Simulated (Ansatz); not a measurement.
Results of r²SCAN (plane waves, PAW; Ansatz, a program for electronic structure) for zinc-blende ZnTe.

Settings: plane-wave cutoff 600 eV, 12×12×12 k mesh, finite displacements, scalar-relativistic PAW data made under PBE.

The cell has the measured lattice: a = b = c = 6.0890 Å, α = β = γ = 90.00°.

### Question
Give the computed Born effective charge (magnitude), TO(Γ) frequency, electronic dielectric constant ε∞ and static dielectric constant.

### Answer

Born effective charge (magnitude): 2.01 e
TO(Γ) frequency: 180 cm⁻¹
electronic dielectric constant ε∞: 7.83
static dielectric constant: 10.3

Measured, for comparison: Born effective charge (magnitude) 2 e (temperature not stated, not corrected to a static lattice, transverse charge, magnitude; as tabulated in Bennetto and Vanderbilt (1996), arXiv:mtrl-th/9601002); zone-centre TO phonon frequency 177 ± 2 cm⁻¹ (room temperature, not corrected to a static lattice, neutron, our sources range from 175 to 177; as tabulated in Vagelatos et al., J. Chem. Phys. (1974)); high-frequency dielectric constant 7.3, static dielectric constant 9.9 (300 K, not corrected to a static lattice; as tabulated in Rakita et al. (2019), arXiv:1907.03971). Computed (rounded) less measured: Born effective charge (magnitude) +0.5 %, zone-centre TO phonon frequency +2 % (+2 % to +3 % over the range), high-frequency dielectric constant +7 %, static dielectric constant +4 %.

Note: the cell isn't this level's own, so it is under some stress, which shifts stiffness and frequencies.

Spin–orbit coupling is not included.

Computing time: around 40 core-minutes (rough).
